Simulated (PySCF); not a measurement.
Atoms are numbered as in `[CH3:1][CH2:2][CH:3]=[O:4]` (H(Xn): hydrogen on atom n).

GIAO shifts from PySCF 2.14.0 with density-fitted response routines on PBE0-D3(BJ)/def2-SVP geometries (one conformer, non-relativistic, equivalent nuclei averaged), against TMS at the same level and in the same medium; PCM means IEF-PCM chloroform.

Measured (solution, not stated per compound (mostly CDCl3 or CCl4); Pretsch, Buehlmann, Badertscher, Structure Determination of Organic Compounds, 4th ed. (2009)): C2 36.7, C1 5.2, H(C2) 2.46, H(C1) 1.13 ppm.

Which unscaled values do PBE0/pcSseg-1, gas; PBE0/pcSseg-1, PCM; WP04/pcSseg-1, PCM; wB97X-D/pcSseg-1, PCM give, and how close are they?

Results:


```csv
atoms,measured,"PBE0/pcSseg-1, gas","PBE0/pcSseg-1, PCM","WP04/pcSseg-1, PCM","wB97X-D/pcSseg-1, PCM"
C2,36.7,41.9,42.7,43.0,42.1
C1,5.2,7.0,7.2,10.2,7.5
H(C2),2.46,2.29,2.53,2.48,2.49
H(C1),1.13,1.02,0.99,1.05,1.00
```

Mean absolute error for ¹³C: PBE0/pcSseg-1, gas 3.5, PBE0/pcSseg-1, PCM 4.0, WP04/pcSseg-1, PCM 5.6, wB97X-D/pcSseg-1, PCM 3.8 ppm.

Mean absolute error for ¹H: PBE0/pcSseg-1, gas 0.14, PBE0/pcSseg-1, PCM 0.10, WP04/pcSseg-1, PCM 0.05, wB97X-D/pcSseg-1, PCM 0.08 ppm.
